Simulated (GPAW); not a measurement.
Rh:

```
Rh
1.0
     0.00000    1.89785    1.89785
     1.89785    0.00000    1.89785
     1.89785    1.89785    0.00000
Rh
1
Direct
  0.00000 0.00000 0.00000
```

* Program: GPAW 26.7.0
* Task: single point
* Functional: PBEsol
* Potentials or basis: PAW data sets generated in the run's folder for this functional
* Cutoff: 600 eV
* Basis: pw
* k mesh: 12 × 12 × 12
* Occupations: fermi-dirac, width 0.05 eV
* Spin: no spin polarisation

On this cell: pressure -1.4 GPa; band gap on the k mesh none (metal or under the smearing width).

The same run follows on a disturbed copy (cell strained at random at fixed volume):

```xyz
1
Lattice="-0.0393 1.8831 1.9625 1.9019 0.0328 1.8903 1.9247 1.8337 0.0101" Properties=species:S:1:pos:R:3 pbc="T T T"
Rh   -0.0047   -0.0016    0.0159
```

What does the disturbed cell give?

The energy (extrapolated to zero smearing) moves by +42.9 meV/atom; pressure -0.1 GPa; band gap on the k mesh none (metal or under the smearing width).

Stress tensor (GPa, compression positive):
```
 -5.16   1.98   5.47
  1.98   7.13 -10.00
  5.47 -10.00  -2.37
```
